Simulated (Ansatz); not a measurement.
Runs of Ansatz 0.2.0 on Li. It takes space group Im-3m (No. 229, cubic). The conventional cell has a = 3.509 Å, b = 3.509 Å, c = 3.509 Å, α = 90.00°, β = 90.00°, γ = 90.00°. Li (site symmetry m-3m) has 8 Li at 3.04 Å as nearest neighbours. 

```csv
task,level,potentials or basis,cell,k mesh,cutoff (eV),points for each segment of the path,mesh quality,gap on the mesh (eV),pressure (GPa),relaxed volume (Å³/atom)
band structure,PBE,PseudoDojo stringent (PBE files),as given,11 × 11 × 11,1306,14,not flagged,none,-0.8,-
atomic charges,PBE0+D4,Ansatz NC,as given,8 × 8 × 8,1034,-,not flagged,none,-0.6,-
single point,PBE,Ansatz PAW,cell strained at random at fixed volume,11 × 11 × 11,420,-,not flagged,none,-0.8,-
relaxation of cell and atoms,BLYP+D4,Ansatz PAW,relaxed,11 × 11 × 11,420,-,not flagged,-,0.0,(a)
relaxation of cell and atoms,RPBE+D3(BJ),Ansatz PAW,relaxed,11 × 11 × 11,420,-,not flagged,-,0.0,11.93
relaxation of cell and atoms,PBE+D4,Ansatz PAW,relaxed,11 × 11 × 11,420,-,not flagged,-,0.0,20.02
```

Alike in all rows: no spin polarisation; smearing fermi-dirac 0.05 eV.

Problem. Estimate the missing entries.

Solution. (a) 19.60.

Caveats: the potentials were made for another functional, which shifts forces and pressure (some runs); the plane-wave basis is chosen anew once the cell has moved, so the energies of steps on either side of that aren't comparable (some runs); pairwise dispersion overbinds metals, which lowers pressure and volume (some runs); the thresholds are loose for stress (some runs); the volume moved by over 15 % at a fixed basis, so the end points are rough (some runs); the volume moved by -45 % from the deposited cell, more than functionals usually miss (some runs).

A gap of «none» marks a metal or a gap under the smearing width.
